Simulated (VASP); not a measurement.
# Zr (R-3m) in VASP: notebook

Runs on Zr. Level: PBE. Tasks: relaxation of cell and atoms, single point.

Everything below comes from runs of VASP 6.6.1. Logs are shortened: lines on timing, memory, paths and dates and some standing lists are left out, and cuts for length are marked.

## Step 1: The structure

The structure is trigonal, space group R-3m (No. 166). The conventional cell has a = 3.940 Å, b = 3.940 Å, c = 10.960 Å, α = 90.00°, β = 90.00°, γ = 120.00°. Zr (site symmetry 3m) is surrounded by 3 Zr at 2.64 Å.

The cell was built by a generator and needn't be a form met in nature.

## Step 2: Relaxation of cell and atoms, PBE

File INCAR:

```
PREC = Accurate
ENCUT = 600
EDIFF = 1E-6
ISMEAR = 0
SIGMA = 0.1
LREAL = False
LASPH = True
NELM = 100
ALGO = Normal
ISIF = 3
LWAVE = False
LCHARG = False
GGA = PE
IBRION = 2
NSW = 90
EDIFFG = -0.04
```

File KPOINTS:

```
regular mesh
0
Gamma
  6 6 6
```

File POSCAR:

```
Zr
1.0
    1.9701726934      1.1374797349      3.6534490498
   -1.9701726934      1.1374797349      3.6534490498
    0.0000000000     -2.2749594697      3.6534490498
Zr
2
Direct
    0.2275400000      0.2275400000      0.2275400000
    0.7724600000      0.7724600000      0.7724600000
```

Potentials or basis: VASP PAW PBE potentials, release 64 (Zr_sv).

On the command line:

```bash
cat potpaw_PBE.64/Zr_sv/POTCAR > POTCAR
mpirun -np 1 vasp_std > vasp.out
```

OUTCAR:

```text
PREC = Accurate
   ENCUT = 600
   EDIFF = 1E-6
   ISMEAR = 0
   LREAL = False
   LASPH = True
   NELM = 100
   ISIF = 3
   GGA = PE
   IBRION = 2
   NSW = 90
   EDIFFG = -0.04

 ion  position               nearest neighbor table
   1  0.228  0.228  0.228-   2 2.64   2 2.64   2 2.64   2 3.25   2 3.25   2 3.25
   2  0.772  0.772  0.772-   1 2.64   1 2.64   1 2.64   1 3.25   1 3.25   1 3.25

  LATTYP: Found a trigonal (rhomboedric) cell.
 ALAT       =     4.3038506652
 COS(alpha) =     0.5808936906

  Lattice vectors:

 A1 = (   1.9701726934,   1.1374797349,   3.6534490498)
 A2 = (  -1.9701726934,   1.1374797349,   3.6534490498)
 A3 = (   0.0000000000,  -2.2749594697,   3.6534490498)

Analysis of symmetry for initial positions (statically):
=====================================================================
 Subroutine PRICEL returns:
 Original cell was already a primitive cell.

 Routine SETGRP: Setting up the symmetry group for a
 trigonal (rhombohedral) supercell.

 Subroutine GETGRP returns: Found 12 space group operations
 (whereof 12 operations were pure point group operations)
 out of a pool of 12 trial point group operations.

The static configuration has the point symmetry D_3d.

Analysis of symmetry for dynamics (positions and initial velocities):
=====================================================================
 Subroutine PRICEL returns:
 Original cell was already a primitive cell.

 Routine SETGRP: Setting up the symmetry group for a
 trigonal (rhombohedral) supercell.

 Subroutine GETGRP returns: Found 12 space group operations
 (whereof 12 operations were pure point group operations)
 out of a pool of 12 trial point group operations.

The dynamic configuration has the point symmetry D_3d.

 Subroutine INISYM returns: Found 12 space group operations
 (whereof 12 operations are pure point group operations),
 and found     1 'primitive' translations

----------------------------------------------------------------------------------------

                                     Primitive cell

  volume of cell :      49.1250

  direct lattice vectors                    reciprocal lattice vectors
     1.970172693  1.137479735  3.653449050     0.253784859  0.146522757  0.091237986
    -1.970172693  1.137479735  3.653449050    -0.253784859  0.146522757  0.091237986
     0.000000000 -2.274959470  3.653449050     0.000000000 -0.293045514  0.091237986

  length of vectors
     4.303850665  4.303850665  4.303850665     0.306920256  0.306920256  0.306920256

  position of ions in fractional coordinates (direct lattice)
     0.227540000  0.227540000  0.227540000
     0.772460000  0.772460000  0.772460000

  ion indices of the primitive-cell ions
   primitive index   ion index
                 1           1
                 2           2

----------------------------------------------------------------------------------------

 KPOINTS: regular mesh

Automatic generation of k-mesh.
 Grid dimensions read from file:
 generate k-points for:    6    6    6

 Generating k-lattice:

  Cartesian coordinates                     Fractional coordinates (reciprocal lattice)
     0.042297477  0.024420459  0.015206331     0.166666667  0.000000000  0.000000000
    -0.042297477  0.024420459  0.015206331     0.000000000  0.166666667  0.000000000
     0.000000000 -0.048840919  0.015206331     0.000000000  0.000000000  0.166666667

  Length of vectors
     0.051153376  0.051153376  0.051153376

  Shift w.r.t. Gamma in fractional coordinates (k-lattice)
     0.000000000  0.000000000  0.000000000

 Subroutine IBZKPT returns following result:
 ===========================================

 Found     32 irreducible k-points:

 Following reciprocal coordinates:
            Coordinates               Weight
  0.000000  0.000000  0.000000      1.000000
  0.166667  0.000000  0.000000      6.000000
  0.333333  0.000000  0.000000      6.000000
  0.500000  0.000000  0.000000      3.000000
  0.166667  0.166667  0.000000      6.000000
  0.333333  0.166667  0.000000     12.000000
[... 16 lines left out ...]
  0.500000  0.500000  0.166667      6.000000
 -0.333333  0.500000  0.166667     12.000000
 [... further k-points ...]
   k-points           NKPTS =     32   k-points in BZ     NKDIM =     32   number of bands    NBANDS=     16
   number of dos      NEDOS =    301   number of ions     NIONS =      2
   total plane-waves  NPLWV =  46656
   dimension x,y,z NGX =    36 NGY =   36 NGZ =   36
   dimension x,y,z NGXF=    72 NGYF=   72 NGZF=   72
   ions per type =               2
   NGX,Y,Z   is equivalent  to a cutoff of  13.91, 13.91, 13.91 a.u.
   NGXF,Y,Z  is equivalent  to a cutoff of  27.81, 27.81, 27.81 a.u.
 SYSTEM =  unknown system
   PREC   = accura    normal or accurate (medium, high low for compatibility)
   ISTART =      0    job   : 0-new  1-cont  2-samecut
   ICHARG =      2    charge: 1-file 2-atom 10-const
   ISPIN  =      1    spin polarized calculation?
   LNONCOLLINEAR =      F non collinear calculations
   LSORBIT =      F    spin-orbit coupling
   LASPH  =      T    aspherical Exc in radial PAW
   ENCUT  =  600.0 eV  44.10 Ry    6.64 a.u.   8.60  8.60  8.60*2*pi/ulx,y,z
   NELM   =    100;   NELMIN=  2; NELMDL= -5     # of ELM steps
   EDIFF  = 0.1E-05   stopping-criterion for ELM
   LREAL  =      F    real-space projection
   EDIFFG = -.4E-01   stopping-criterion for IOM
   NSW    =     90    number of steps for IOM
   IBRION =      2    ionic relax: 0-MD 1-quasi-New 2-CG
   NFREE  =      1    steps in history (QN), initial steepest desc. (CG)
   ISIF   =      3    stress and relaxation
   ISYM   =      2    0-nonsym 1-usesym 2-fastsym
   POTIM  = 0.5000    time-step for ionic-motion
   TEBEG  =    0.0;   TEEND  =   0.0 temperature during run
   PSTRESS=    0.0 pullay stress
   NELECT =      24.0000    total number of electrons
   NUPDOWN=      -1.0000    fix difference up-down
   EMIN   =  10.00;   EMAX   =-10.00  energy-range for DOS
   EFERMI =   0.00;   METHOD = LEGACY
   ISMEAR =     0;   SIGMA  =   0.10  broadening in eV -4-tet -1-fermi 0-gaus
   EFERMI_NEDOS =   21; number of points for ismear=-14 and -15
   IALGO  =     38    algorithm
   IMIX   =      4    mixing-type and parameters
     AMIX     =   0.40;   BMIX     =  1.00
     AMIX_MAG =   1.60;   BMIX_MAG =  1.00
  volume/ion in A,a.u.               =      24.56       165.76
  Fermi-wavevector in a.u.,A,eV,Ry     =   1.289371  2.436557 22.619373  1.662477
  Thomas-Fermi vector in A             =   2.421268
   LORBIT       =      0    0 simple, 1 ext, 2 COOP (PROOUT), +10 PAW based schemes
   GGA     = PE    functional components
   LHFCALC =     F    Hartree Fock is set to
   AEXX    =    0.0000 exact exchange contribution
   IVDW    =     0    specifies the selected vdW correction
   LEPSILON=     F    determine dielectric tensor
   LRPA    =     F    only Hartree local field effects (RPA)
 conjugate gradient relaxation of ions
 non-spin polarized calculation
 Gauss-broadening in eV      SIGMA  =   0.10
  energy-cutoff  :      600.00
  volume of cell :       49.12
 maximum number of plane-waves:      1656
 NGX is ok and might be reduce to    36

--------------------------------------- Ionic step        1  -------------------------------------------

 number of electron      24.0000000 magnetization

 Free energy of the ion-electron system (eV)
  ---------------------------------------------------
  ext. energy  EPLUGINS =         0.00000000
  ---------------------------------------------------
  free energy    TOTEN  =       -14.43179927 eV

  energy without entropy =      -14.40674165  energy(sigma->0) =      -14.41927046

------------------------ aborting loop because EDIFF is reached ----------------------------------------

  FORCE on cell =-STRESS in cart. coord.  units (eV):
  Direction    XX          YY          ZZ          XY          YZ          ZX
  --------------------------------------------------------------------------------------
  -------------------------------------------------------------------------------------
  Total        0.5392563      0.5392563     -0.1106864     -0.0000000     -0.0000000      0.0000000
  in kB       17.5874778     17.5874778     -3.6099611     -0.0000000     -0.0000000      0.0000000
  external PRESSURE =      10.5216648 kB  Pullay stress =       0.0000000 kB
[... 89 lines left out ...]
  FREE ENERGIE OF THE ION-ELECTRON SYSTEM (eV)
  ---------------------------------------------------
  free  energy   TOTEN  =       -15.3765716102 eV

  energy  without entropy=      -15.3550171004  energy(sigma->0) =      -15.36579436

 E-fermi :  10.3477     XC(G=0): -11.7129

 val. band max:       10.3269395827   @ k =   0.5000   0.5000   0.5000
 cond. band min:      10.3530327328   @ k =   0.3333   0.3333   0.1667
 fundamental gap:      0.0260931501
 Fermi energy:        10.3476569242

 k-point     1 :       0.0000    0.0000    0.0000
  band No.  band energies     occupation
      1     -37.9932      2.00000
      2     -37.1782      2.00000
      3     -16.8388      2.00000
      4     -15.9205      2.00000
      5     -15.9205      2.00000
      6     -15.0355      2.00000
[... 8 lines left out ...]
     15      13.4200      0.00000
     16      15.7739      0.00000
[... 420 lines left out ...]
  band No.  band energies     occupation
      1     -37.6371      2.00000
      2     -37.4150      2.00000
      3     -16.8871      2.00000
      4     -16.7564      2.00000
      5     -16.2788      2.00000
      6     -15.1312      2.00000
[... 8 lines left out ...]
     15      14.4003      0.00000
     16      14.9458      0.00000

 [... further k-points ...]

[... ionic steps 4 to 24 ...]

--------------------------------------- Ionic step       25  -------------------------------------------

 number of electron      24.0000000 magnetization

------------------------ aborting loop because EDIFF is reached ----------------------------------------

  FORCE on cell =-STRESS in cart. coord.  units (eV):
  Direction    XX          YY          ZZ          XY          YZ          ZX
  --------------------------------------------------------------------------------------
  -------------------------------------------------------------------------------------
  Total       -0.0314266     -0.0314266     -0.0849967      0.0000000     -0.0000000      0.0000000
  in kB       -1.0871805     -1.0871805     -2.9403986      0.0000000     -0.0000000      0.0000000
  external PRESSURE =      -1.7049199 kB  Pullay stress =       0.0000000 kB
[... 57 lines left out ...]
  energy  without entropy=      -16.9264238682  energy(sigma->0) =      -16.93548804

--------------------------------------- Ionic step       27  -------------------------------------------

 number of electron      24.0000000 magnetization

 Free energy of the ion-electron system (eV)
  ---------------------------------------------------
  ext. energy  EPLUGINS =         0.00000000
  ---------------------------------------------------
  free energy    TOTEN  =       -16.94460672 eV

  energy without entropy =      -16.92663403  energy(sigma->0) =      -16.93562037

 E-fermi :   8.9331     XC(G=0): -11.1216

 val. band max:        8.9249617333   @ k =  -0.1667   0.1667   0.0000
 cond. band min:       8.9480858460   @ k =   0.5000   0.5000   0.5000
 fundamental gap:      0.0231241127
 Fermi energy:         8.9330590922

 k-point     1 :       0.0000    0.0000    0.0000
  band No.  band energies     occupation
      1     -39.7189      2.00000
      2     -39.5781      2.00000
      3     -18.2055      2.00000
      4     -17.3411      2.00000
      5     -17.3411      2.00000
      6     -17.2371      2.00000
[... 8 lines left out ...]
     15       9.9908      0.00000
     16      10.0528      0.00000
[... 420 lines left out ...]
  band No.  band energies     occupation
      1     -39.5606      2.00000
      2     -39.5377      2.00000
      3     -18.1101      2.00000
      4     -18.0488      2.00000
      5     -17.6362      2.00000
      6     -17.5276      2.00000
[... 8 lines left out ...]
     15      10.5029      0.00000
     16      12.5459      0.00000

 [... further k-points ...]

------------------------ aborting loop because EDIFF is reached ----------------------------------------

  FORCE on cell =-STRESS in cart. coord.  units (eV):
  Direction    XX          YY          ZZ          XY          YZ          ZX
  --------------------------------------------------------------------------------------
  -------------------------------------------------------------------------------------
  Total        0.0434158      0.0434158     -0.0044149      0.0000000      0.0000000      0.0000000
  in kB        1.5064267      1.5064267     -0.1531875      0.0000000      0.0000000      0.0000000
  external PRESSURE =       0.9532220 kB  Pullay stress =       0.0000000 kB
[... 17 lines left out ...]
  FREE ENERGIE OF THE ION-ELECTRON SYSTEM (eV)
  ---------------------------------------------------
  free  energy   TOTEN  =       -16.9446067187 eV

  energy  without entropy=      -16.9266340292  energy(sigma->0) =      -16.93562037

 reached required accuracy - stopping structural energy minimisation
```

Wall time 5.3 min (1 thread of Intel Xeon Platinum 8488C (Sapphire Rapids), shared host); peak memory 0.24 GiB.

Results:

* Free energy: -16.9446 eV
* Relaxed volume: 23.09 Å³/atom
* Relaxed cell: a = 5.561 Å, b = 5.561 Å, c = 5.561 Å, α = 33.31°, β = 33.31°, γ = 33.31°
* Space group after relaxing (to 0.05 Å): Fm-3m (No. 225)
* Energy gained by relaxing: 1256.4 meV/atom
* Ionic steps: 27
* Pressure after relaxing: 0.1 GPa
* Band gap on the k mesh: none (metal or under the smearing width)

Step by step:
```csv
step,energy change (eV),largest force (eV/Å),pressure (GPa),volume (Å³)
1,0.0000,3.3321,1.05,49.12
2,-0.8393,1.5183,-1.39,50.28
3,-0.9448,0.4940,-2.01,50.70
4,-0.9510,0.1227,-2.16,50.84
5,-1.1533,0.7924,0.28,48.25
6,-0.9639,4.6168,20.49,39.89
7,-1.2452,1.8405,3.64,45.85
8,-1.2698,2.9319,9.17,43.21
9,-1.2801,2.5165,7.09,44.08
10,-1.3233,2.6332,7.48,43.88
11,-1.4271,2.9844,8.93,43.23
12,-1.4688,3.6196,14.78,41.73
13,-1.6743,3.2996,13.44,42.35
14,-2.1786,2.0162,7.87,44.08
15,-2.4050,0.6554,-0.16,46.90
16,-2.4185,0.7451,0.93,46.51
17,-2.4214,0.8653,2.04,46.07
18,-2.4222,0.8186,1.64,46.22
19,-2.4396,0.7709,1.22,46.35
20,-2.4695,0.5932,0.15,46.70
21,-2.4724,0.5297,-0.24,46.84
22,-2.4838,0.4466,-0.34,46.77
23,-2.5060,0.2033,-0.40,46.55
24,-2.5070,0.1736,0.38,46.09
25,-2.5128,0.0075,-0.17,46.31
26,-2.5128,0.0000,-0.16,46.30
27,-2.5128,0.0019,0.10,46.18
```

Final structure:
```yaml
crystal:
  lattice:
    - [1.59385, 0.92021, 5.24719]
    - [-1.59385, 0.92021, 5.24719]
    - [0.00000, -1.84042, 5.24719]
  atoms:
    - { symbol: Zr, position: [0.24998, 0.24998, 0.24998] }
    - { symbol: Zr, position: [0.75002, 0.75002, 0.75002] }
```

Levels at points of the mesh, in eV from the Fermi level:
| k point | band 10 | band 11 | band 12 | band 13 | band 14 | band 15 |
| --- | --- | --- | --- | --- | --- | --- |
| (0.00, 0.00, 0.00) | -2.92 | 0.87 | 0.87 | 0.95 | 1.06 | 1.06 |
| (0.50, 0.00, 0.00) | -2.04 | -1.08 | -1.08 | 0.51 | 0.51 | 2.52 |
| (0.50, 0.50, 0.00) | -2.91 | -2.17 | 0.78 | 0.89 | 1.20 | 3.08 |
| (0.50, 0.50, 0.50) | -3.88 | 0.02 | 0.02 | 1.35 | 1.35 | 1.36 |

## Step 3: Single point, PBE

This run uses another cell than the first one: it holds 3 atoms, not 2.

File INCAR:

```
ALGO = Fast
EDIFF = 1E-6
ENCUT = 520
GGA = PE
ISIF = 2
ISMEAR = 0
LASPH = True
LCHARG = False
LREAL = False
LWAVE = False
NBANDS = 25
NELM = 100
PREC = Accurate
SIGMA = 0.1
```

File KPOINTS:

```
k-points
0
Gamma
  12 12 14
```

File POSCAR:

```
Zr
1.0
    5.0422927856      0.0000000000      0.0000000000
   -2.5211463928      4.3667536457      0.0000000000
    0.0000000000      0.0000000000      3.1490800572
Zr
3
Direct
    0.0000000000      0.0000000000      0.0000000000
    0.3333333333      0.6666666667      0.5000000000
    0.6666666667      0.3333333333      0.5000000000
```

Potentials or basis: VASP PAW PBE potentials, release 64 (Zr_sv).

On the command line:

```bash
cat potpaw_PBE.64/Zr_sv/POTCAR > POTCAR
mpirun -np 1 vasp_std > vasp.out
```

It took 3.3 min on 1 thread of Intel Xeon Platinum 8488C (Sapphire Rapids), shared host; peak memory 0.33 GiB.

Results (log left out):

- Free energy: -25.5673 eV
- Pressure: 0.0 GPa
- Band gap on the k mesh: none (metal or under the smearing width)

Levels at points of the mesh, in eV from the Fermi level:
```
           k point  band 16  band 17  band 18  band 19  band 20  band 21
(0.00, 0.00, 0.00)    -0.51    -0.46    -0.46    -0.18     0.83     1.62
(0.50, 0.00, 0.00)    -0.61    -0.58    -0.48     0.01     0.68     1.12
(0.00, 0.00, 0.50)    -1.87    -1.87    -1.39     1.19     1.19     1.64
(0.50, 0.00, 0.50)    -1.46    -0.78    -0.49     0.31     0.92     1.15
```

## Step 4: Single point, PBE

This run uses another cell than the first one: it holds 4 atoms, not 2.

File INCAR:

```
SYSTEM = Zr
PREC     = Accurate       ! precision mode
ENCUT    = 520            ! plane-wave cutoff, eV
EDIFF    = 1E-7           ! SCF threshold, eV
ISMEAR   = 0              ! smearing method
SIGMA    = 0.1            ! smearing width, eV
LREAL    = .FALSE.        ! projectors in reciprocal space
LASPH    = .TRUE.         ! aspherical terms in the spheres
NELM     = 100            ! most SCF steps
ALGO     = Normal         ! electronic algorithm
ISIF     = 2              ! what is computed and relaxed
LWAVE    = .FALSE.        ! write WAVECAR
LCHARG   = .FALSE.        ! write CHGCAR
GGA      = PE             ! functional
NBANDS   = 32             ! bands
```

File KPOINTS:

```
Automatic mesh
0
G
  6 6 2
  0 0 0
```

File POSCAR:

```
Zr
1.0
    2.2704669171     -2.2685394790      0.0000000000
    2.2704669171      2.2685394790      0.0000000000
    0.0000000000      0.0000000000      9.0157143815
Zr
4
Direct
    0.7500826397      0.2499173603      0.1250022122
    0.7499173603      0.2500826397      0.6250022122
    0.2499173603      0.7500826397      0.8749977878
    0.2500826397      0.7499173603      0.3749977878
```

On the command line:

```bash
cat potpaw_PBE.64/Zr_sv/POTCAR > POTCAR
mpirun -np 1 vasp_std > vasp.out
```

It took 45 s on 1 thread of Intel Xeon Platinum 8259CL at 2.50GHz (Skylake/Cascade Lake), shared host; peak memory 0.21 GiB.

It converged, with:

| Quantity | Value |
| --- | --- |
| Free energy | -33.9480 eV |
| Pressure | -0.2 GPa |
| Band gap on the k mesh | none (metal or under the smearing width) |

Levels at points of the mesh, in eV from the Fermi level:
```tsv
k point	band 22	band 23	band 24	band 25	band 26	band 27
(0.00, 0.00, 0.00)	-0.92	-0.92	0.94	0.95	1.02	1.28
(0.50, 0.00, 0.00)	-0.39	-0.20	-0.20	0.75	0.75	0.84
(0.50, 0.50, 0.00)	-1.72	-0.40	-0.40	-0.40	-0.40	2.43
(0.00, 0.00, 0.50)	-1.87	0.33	0.33	1.34	1.34	1.35
(0.50, 0.00, 0.50)	0.08	0.09	0.09	0.65	0.65	0.65
(0.50, 0.50, 0.50)	-1.72	-1.72	-1.72	1.50	1.50	1.50
```

## Step 5: Summary

```csv
task,cell,k mesh,cutoff (eV),gap on the mesh (eV),pressure (GPa)
relaxation of cell and atoms,relaxed,6 × 6 × 6,600,none,0.1
single point,"P6/mmm, 23.11 Å³/atom",12 × 12 × 14,520,none,0.0
single point,"Fmmm, 23.22 Å³/atom",6 × 6 × 2,520,none,-0.2
```

Alike in all rows: level PBE; potentials or basis VASP PAW PBE potentials, release 64 (Zr_sv); no spin polarisation; smearing gaussian 0.1 eV.

Total energies depend on the potentials used, so only differences within one code and one set of settings carry meaning.
